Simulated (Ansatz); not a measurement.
This Se structure is the end of a relaxation. The cell was found from a structure generator's guess, not taken from experiment.

The calculation used Ansatz, DFT PBE, scalar-relativistic, plane waves, PAW. Cutoff 420 eV, Γ-centred mesh, Gaussian smearing, no spin polarisation.

```cif
data_structure
_symmetry_space_group_name_H-M 'P 1'
_symmetry_Int_Tables_number 1
_cell_length_a 2.6383
_cell_length_b 2.6383
_cell_length_c 4.2903
_cell_angle_alpha 90.000
_cell_angle_beta 90.000
_cell_angle_gamma 90.000
_cell_volume 29.86
loop_
_atom_site_label
_atom_site_type_symbol
_atom_site_fract_x
_atom_site_fract_y
_atom_site_fract_z
_atom_site_occupancy
Se1 Se 0.50000 0.50000 0.50000 1
```

Energies count from the standard state of Se at the same level.

Question: What space group does it have?

Answer: P4/mmm (No. 123). Conventional cell: a = 2.638 Å, c = 4.290 Å. Se has 4 Se at 2.64 Å.

Question: How far does it lie from the standard state of Se?

Answer: +0.21 eV/atom. So it is a metastable form at best.

Question: Is it a metal?

Answer: Yes, bands cross the Fermi level on the 22×20×14 mesh.

The last run used a 22×20×14 mesh (in the run's order of axes) for its 1-atom cell and Gaussian smearing of 0.10 eV. The end has Pmmm (No. 47) at a tolerance of 0.01 Å; the cell shown is made exact in the group found at 0.05 Å. Weakly bound directions are ill-defined at this level, which has no dispersion term. The reference form of Se is held partly by dispersion forces, which this level lacks. Symmetry constrained the relaxation, so the result can be a saddle point.
